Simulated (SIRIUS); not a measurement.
A run of SIRIUS 7.12.0:

sirius.json

```json
{
  "control": {
    "processing_unit": "cpu",
    "std_evp_solver_name": "lapack",
    "gen_evp_solver_name": "lapack",
    "verbosity": 2,
    "print_forces": true,
    "ortho_rf": true,
    "use_second_variation": true,
    "rmt_max": 3.0,
    "num_bands_to_print": 24,
    "save_wf": true
  },
  "parameters": {
    "electronic_structure_method": "full_potential_lapwlo",
    "xc_functionals": ["XC_GGA_X_PBE_SOL", "XC_GGA_C_PBE_SOL"],
    "core_relativity": "dirac",
    "valence_relativity": "iora",
    "num_fv_states": 25,
    "smearing": "fermi_dirac",
    "smearing_width": 0.0018374661,
    "pw_cutoff": 24,
    "gk_cutoff": 4.55,
    "lmax_apw": 13,
    "lmax_rho": 8,
    "lmax_pot": 8,
    "num_mag_dims": 0,
    "auto_rmt": 0,
    "ngridk": [10, 10, 10],
    "shiftk": [0, 0, 0],
    "num_dft_iter": 80,
    "energy_tol": 1e-07,
    "density_tol": 1e-05,
    "use_symmetry": true
  },
  "settings": {"tol_ne": 1e-10},
  "iterative_solver": {"type": "exact"},
  "mixer": {"type": "anderson", "beta": 0.5, "max_history": 8},
  "unit_cell": {
    "lattice_vectors": [[0.0, 4.2632221372, 4.2632221372], [4.2632221372, 0.0, 4.2632221372], [4.2632221372, 4.2632221372, 0.0]],
    "atom_types": ["Hf", "N"],
    "atom_files": {"Hf": "Hf.json", "N": "N.json"},
    "atoms": {"Hf": [[0.0, 0.0, 0.0]], "N": [[0.5, 0.5, 0.5]]}
  }
}
```

Hf.json

```json
{
  "name": "hafnium",
  "symbol": "Hf",
  "number": 72,
  "mass": 178.49,
  "rmin": 1e-06,
  "rmt": 2.56,
  "nrmt": 800,
  "rinf": 17.22,
  "core": "1s2s2p3s3p3d4s4p4d",
  "valence": [
    {"basis": [{"enu": 0.28, "dme": 0, "n": 0, "auto": 0}, {"enu": 0.28, "dme": 1, "n": 0, "auto": 0}]},
    {"l": 0, "n": 1, "basis": [{"enu": 0.38, "dme": 0, "n": 0, "auto": 0}]},
    {"l": 1, "n": 2, "basis": [{"enu": 0.38, "dme": 0, "n": 0, "auto": 0}]},
    {"l": 2, "n": 3, "basis": [{"enu": 0.38, "dme": 0, "n": 0, "auto": 0}]},
    {"l": 3, "n": 4, "basis": [{"enu": 0.38, "dme": 0, "n": 0, "auto": 0}]},
    {"l": 4, "n": 5, "basis": [{"enu": 0.38, "dme": 0, "n": 0, "auto": 0}]}
  ],
  "lo": [
    {"l": 0, "basis": [{"enu": 0.38, "dme": 0, "n": 0, "auto": 0}, {"enu": 0.38, "dme": 1, "n": 0, "auto": 0}]},
    {
      "l": 0,
      "basis": [{"enu": -1.9707, "dme": 0, "n": 5, "auto": 1}, {"enu": -1.9707, "dme": 1, "n": 5, "auto": 1}]
    },
    {
      "l": 0,
      "basis": [{"enu": -1.9707, "dme": 1, "n": 5, "auto": 1}, {"enu": 0.38, "dme": 0, "n": 0, "auto": 0}]
    },
    {"l": 0, "basis": [{"enu": 0.38, "dme": 0, "n": 0, "auto": 0}, {"enu": 2.8214, "dme": 0, "n": 0, "auto": 0}]},
    {"l": 1, "basis": [{"enu": 0.38, "dme": 0, "n": 0, "auto": 0}, {"enu": 0.38, "dme": 1, "n": 0, "auto": 0}]},
    {
      "l": 1,
      "basis": [{"enu": -0.823, "dme": 0, "n": 5, "auto": 1}, {"enu": -0.823, "dme": 1, "n": 5, "auto": 1}]
    },
    {"l": 1, "basis": [{"enu": -0.823, "dme": 1, "n": 5, "auto": 1}, {"enu": 0.38, "dme": 0, "n": 0, "auto": 0}]},
    {"l": 1, "basis": [{"enu": 0.38, "dme": 0, "n": 0, "auto": 0}, {"enu": 3.1876, "dme": 0, "n": 0, "auto": 0}]},
    {"l": 2, "basis": [{"enu": 0.38, "dme": 0, "n": 0, "auto": 0}, {"enu": 0.38, "dme": 1, "n": 0, "auto": 0}]},
    {"l": 2, "basis": [{"enu": 0.38, "dme": 1, "n": 0, "auto": 0}, {"enu": 0.38, "dme": 2, "n": 0, "auto": 0}]},
    {"l": 2, "basis": [{"enu": 0.38, "dme": 0, "n": 0, "auto": 0}, {"enu": 2.7604, "dme": 0, "n": 0, "auto": 0}]},
    {"l": 3, "basis": [{"enu": 0.38, "dme": 0, "n": 0, "auto": 0}, {"enu": 0.38, "dme": 1, "n": 0, "auto": 0}]},
    {
      "l": 3,
      "basis": [{"enu": -0.1473, "dme": 0, "n": 4, "auto": 1}, {"enu": -0.1473, "dme": 1, "n": 4, "auto": 1}]
    },
    {
      "l": 3,
      "basis": [{"enu": -0.1473, "dme": 1, "n": 4, "auto": 1}, {"enu": 0.38, "dme": 0, "n": 0, "auto": 0}]
    },
    {"l": 3, "basis": [{"enu": 0.38, "dme": 0, "n": 0, "auto": 0}, {"enu": 3.92, "dme": 0, "n": 0, "auto": 0}]},
    {"l": 4, "basis": [{"enu": 0.38, "dme": 0, "n": 0, "auto": 0}, {"enu": 0.38, "dme": 1, "n": 0, "auto": 0}]},
    {"l": 4, "basis": [{"enu": 0.38, "dme": 0, "n": 0, "auto": 0}, {"enu": 3.3097, "dme": 0, "n": 0, "auto": 0}]}
  ],
  "free_atom": [... radial grid and density of the free atom, the start of the SCF ...]
}
```

The input N.json:

```json
{
  "name": "nitrogen",
  "symbol": "N",
  "number": 7,
  "mass": 14.0067,
  "rmin": 1e-06,
  "rmt": 1.54,
  "nrmt": 800,
  "rinf": 13.03,
  "core": "1s",
  "valence": [
    {"basis": [{"enu": 0.28, "dme": 0, "n": 0, "auto": 0}, {"enu": 0.28, "dme": 1, "n": 0, "auto": 0}]},
    {"l": 0, "n": 1, "basis": [{"enu": 0.2248, "dme": 0, "n": 0, "auto": 0}]},
    {"l": 1, "n": 2, "basis": [{"enu": 0.38, "dme": 0, "n": 0, "auto": 0}]},
    {"l": 2, "n": 3, "basis": [{"enu": 0.38, "dme": 0, "n": 0, "auto": 0}]},
    {"l": 3, "n": 4, "basis": [{"enu": 0.38, "dme": 0, "n": 0, "auto": 0}]}
  ],
  "lo": [
    {
      "l": 0,
      "basis": [{"enu": 0.2248, "dme": 0, "n": 0, "auto": 0}, {"enu": 0.2248, "dme": 1, "n": 0, "auto": 0}]
    },
    {
      "l": 0,
      "basis": [{"enu": 0.2248, "dme": 1, "n": 0, "auto": 0}, {"enu": 0.2248, "dme": 2, "n": 0, "auto": 0}]
    },
    {
      "l": 0,
      "basis": [{"enu": 0.2248, "dme": 0, "n": 0, "auto": 0}, {"enu": 5.2846, "dme": 0, "n": 0, "auto": 0}]
    },
    {"l": 1, "basis": [{"enu": 0.38, "dme": 0, "n": 0, "auto": 0}, {"enu": 0.38, "dme": 1, "n": 0, "auto": 0}]},
    {"l": 1, "basis": [{"enu": 0.38, "dme": 1, "n": 0, "auto": 0}, {"enu": 0.38, "dme": 2, "n": 0, "auto": 0}]},
    {"l": 1, "basis": [{"enu": 0.38, "dme": 0, "n": 0, "auto": 0}, {"enu": 6.1989, "dme": 0, "n": 0, "auto": 0}]},
    {"l": 2, "basis": [{"enu": 0.38, "dme": 0, "n": 0, "auto": 0}, {"enu": 0.38, "dme": 1, "n": 0, "auto": 0}]},
    {"l": 2, "basis": [{"enu": 0.38, "dme": 1, "n": 0, "auto": 0}, {"enu": 0.38, "dme": 2, "n": 0, "auto": 0}]},
    {"l": 2, "basis": [{"enu": 0.38, "dme": 0, "n": 0, "auto": 0}, {"enu": 6.9578, "dme": 0, "n": 0, "auto": 0}]},
    {"l": 3, "basis": [{"enu": 0.38, "dme": 0, "n": 0, "auto": 0}, {"enu": 0.38, "dme": 1, "n": 0, "auto": 0}]}
  ],
  "free_atom": [... radial grid and density of the free atom, the start of the SCF ...]
}
```

Contents of sirius_start.json:

```json
{
  "control": {
    "processing_unit": "cpu",
    "std_evp_solver_name": "lapack",
    "gen_evp_solver_name": "lapack",
    "verbosity": 1,
    "print_forces": false,
    "ortho_rf": true,
    "use_second_variation": true,
    "rmt_max": 3.0,
    "num_bands_to_print": 24,
    "save_wf": false
  },
  "parameters": {
    "electronic_structure_method": "full_potential_lapwlo",
    "xc_functionals": ["XC_LDA_X", "XC_LDA_C_PW"],
    "core_relativity": "dirac",
    "valence_relativity": "iora",
    "num_fv_states": 25,
    "smearing": "fermi_dirac",
    "smearing_width": 0.0055123983,
    "pw_cutoff": 24,
    "gk_cutoff": 3.64,
    "lmax_apw": 13,
    "lmax_rho": 8,
    "lmax_pot": 8,
    "num_mag_dims": 0,
    "auto_rmt": 0,
    "ngridk": [4, 4, 4],
    "shiftk": [0, 0, 0],
    "num_dft_iter": 30,
    "energy_tol": 0.01,
    "density_tol": 0.05,
    "use_symmetry": true
  },
  "settings": {"tol_ne": 1e-10},
  "iterative_solver": {"type": "exact"},
  "mixer": {"type": "anderson", "beta": 0.5, "max_history": 8},
  "unit_cell": {
    "lattice_vectors": [[0.0, 4.2632221372, 4.2632221372], [4.2632221372, 0.0, 4.2632221372], [4.2632221372, 4.2632221372, 0.0]],
    "atom_types": ["Hf", "N"],
    "atom_files": {"Hf": "Hf.json", "N": "N.json"},
    "atoms": {"Hf": [[0.0, 0.0, 0.0]], "N": [[0.5, 0.5, 0.5]]}
  }
}
```

Potentials or basis: all-electron FP-LAPW, apw+lo standard.

Command:

```console
$ OMP_NUM_THREADS=1 sirius.scf --input=sirius_start.json --output=start.json
$ OMP_NUM_THREADS=1 sirius.scf --input=sirius.json --output=output.json --task=1
```

Hardware: 1 thread of AMD EPYC 7571, on a shared host.

**Question.** Estimate the wall time of this run.

**Answer.** It took 3.6 min on 1 thread of AMD EPYC 7571, with other jobs on the host, peak memory 0.66 GiB. Counts: scf iterations 8, k points 47, plane waves 259, basis 370, bands 25.
